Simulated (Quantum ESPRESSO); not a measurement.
Crystal: Hf.

```
Hf
1.0
     4.96233    0.00000    0.00000
    -2.48116    4.29750    0.00000
     0.00000    0.00000    3.08623
Hf
3
Direct
  0.00000 0.00000 0.00000
  0.33333 0.66667 0.50000
  0.66667 0.33333 0.50000
```

This isn't the form of Hf at room conditions, which is hcp.

```yaml
Program: Quantum ESPRESSO 7.5
Task: single point
Functional: PBEsol
Potentials_or_basis: GBRV 1.5 PBEsol
Cutoff: 612 eV
Density_cutoff: 4898 eV
k_mesh: 6 × 6 × 9
Occupations: fermi-dirac, width 0.05 eV
Spin: no spin polarisation
```

On this cell: pressure -2.6 GPa; largest force under 0.003 eV/Å; band gap on the k mesh none (metal or under the smearing width).

The same run follows on a disturbed copy (atoms moved at random, drawn with an rms of 0.05 Å):

```xyz
3
Lattice="4.9623 0.0000 0.0000 -2.4812 4.2975 0.0000 0.0000 0.0000 3.0862" Properties=species:S:1:pos:R:3 pbc="T T T"
Hf    0.0157    0.0386    0.0296
Hf    0.0352    2.8556    1.5094
Hf    2.4894    1.4135    1.5536
```

What does the disturbed cell give?

The energy (extrapolated to zero smearing) moves by +3.5 meV/atom; pressure -2.5 GPa; largest force 0.254 eV/Å; band gap on the k mesh none (metal or under the smearing width).

Forces in eV/Å, atoms in the order of the input:
```
Hf   0.006 -0.148 -0.206
Hf  -0.089  0.059  0.164
Hf   0.082  0.089  0.043
```

Stress tensor (GPa, compression positive):
```
-2.73 -0.10 -0.02
-0.10 -2.58  0.10
-0.02  0.10 -2.24
```
